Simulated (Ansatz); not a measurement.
One structure, 3 elements: Li2O, Li2S, Li2Se

Plane-wave DFT in Ansatz with scalar-relativistic PAW potentials, cutoff 500 eV, Γ-centred meshes chosen by cell and gap, Gaussian smearing with energies taken to zero width. Every cell was relaxed (cell and atoms) in a run of its own, within the symmetry of its start. Functional: r2SCAN.

All members share space group Fm-3m and the same sites; only the element on one set of sites changes (O, S, Se). Members needn't be the stable form of their composition. Energies over the elements, where given, are against the elements' standard states in the same functional (H₂, N₂, O₂ and halogens uncorrected, Hg as a solid). The first member:

Space group Fm-3m (No. 225). a = 4.573 Å, b = 4.573 Å, c = 4.573 Å, α = 90.00°, β = 90.00°, γ = 90.00°
| atom | site | symmetry | x | y | z |
| --- | --- | --- | --- | --- | --- |
| Li | 8c | -43m | 0.2500 | 0.7500 | 0.7500 |
| O | 4a | m-3m | 0.0000 | 0.0000 | 0.0000 |

| compound | V (Å³/atom) | a (Å) | gap on mesh (eV) | energy over elements (eV/atom) |
| --- | --- | --- | --- | --- |
| Li2O | 7.97 | 4.573 | 5.77 | -1.982 |
| Li2Se | 17.88 | 5.987 | 3.48 | -1.430 |

**Question.** Predict the member with S.

**Answer.** V (Å³/atom) 15.34, a (Å) 5.689, gap on mesh (eV) 3.87, energy over elements (eV/atom) -1.511. Interpolating linearly in period between O and Se would give 12.92 Å³/atom (15.8 % too small) and a gap of 4.62 eV, with -1.706 eV/atom over the elements. Over the whole series the volume grows at each step down the group; the gap narrows; binding against the elements weakens. The p levels of the anion rise down the group and lift the valence band, the usual cause of such narrowing. Less electronegative, larger anions gain less from charge transfer and lattice energy, in line with the weaker binding.